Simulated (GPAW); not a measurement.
Runs of GPAW 26.7.0 on SiC (Moissanite). It takes space group P6_3mc (No. 186, hexagonal). The conventional cell has a = 3.076 Å, b = 3.076 Å, c = 5.048 Å, α = 90.00°, β = 90.00°, γ = 120.00°. Si (site symmetry 3m) has 4 C at 1.87 to 1.94 Å as nearest neighbours. Around C (site symmetry 3m) lie 4 Si at 1.87 to 1.94 Å. 

```tsv
task	level	potentials or basis	cell	k mesh	cutoff (eV)	eigensolver	optimizer	fmax	max steps	band path	gap on the mesh (eV)	pressure (GPa)	relaxed volume (Å³/atom)	largest force (eV/Å)
relaxation of cell and atoms	TPSS+D3	GPAW PAW data sets (gpaw-data 1.2.1), pw	relaxed	7 × 7 × 4	800	davidson	FIRE	0.02 eV/Å	40	-	2.57	0.0	10.35	0.02
band structure	BLYP	PAW data sets generated in the run's folder for this functional, pw	as given	7 × 7 × 4	800	davidson	-	-	-	GMKGALHA,LM,KH	(b)	9.2	-	(c)
relaxation of cell and atoms	BLYP+D3	PAW data sets generated in the run's folder for this functional, pw	relaxed to 20 GPa	7 × 7 × 4	800	davidson	BFGS	0.01 eV/Å	40	-	2.86	20.0	-	-
relaxation of cell and atoms	revPBE	the program's PAW data sets (release 1.2.1) made for this functional, pw	relaxed	7 × 7 × 4	800	-	FIRE	0.01 eV/Å	60	-	(a)	-0.1	10.68	0.01
one-shot levels of the hybrid HSE06	LDA	the program's PAW data sets (release 1.2.1) made for this functional, pw	as given	6 × 6 × 3	600	-	-	-	-	-	2.20	-2.6	-	0.74
relaxation of cell and atoms	PBEsol	PAW data sets generated in the run's folder for this functional, pw	relaxed	7 × 7 × 4	800	-	LBFGS	0.01 eV/Å	60	-	2.44	-0.1	10.40	0.01
```

Alike in all rows: no spin polarisation; smearing fermi-dirac 0.05 eV.

Question: Estimate the missing entries.

Answer: (a) 2.65; (b) 2.96; (c) 0.77.

Caveats: an odd mesh through Γ misses points on the zone boundary, where band edges often lie (some runs); later steps reuse the first step's grids (some runs); the PAW data sets were made with another functional, which shifts forces and pressure a little (some runs); the mesh misses the band edges, which the band path finds closer together (some runs); the cutoff is short for stress and forces, so pressures can be off by a GPa or more (some runs); energy and the plain gap are those of the semilocal run (some runs); the hybrids' values are one shot on its orbitals and mesh (some runs).
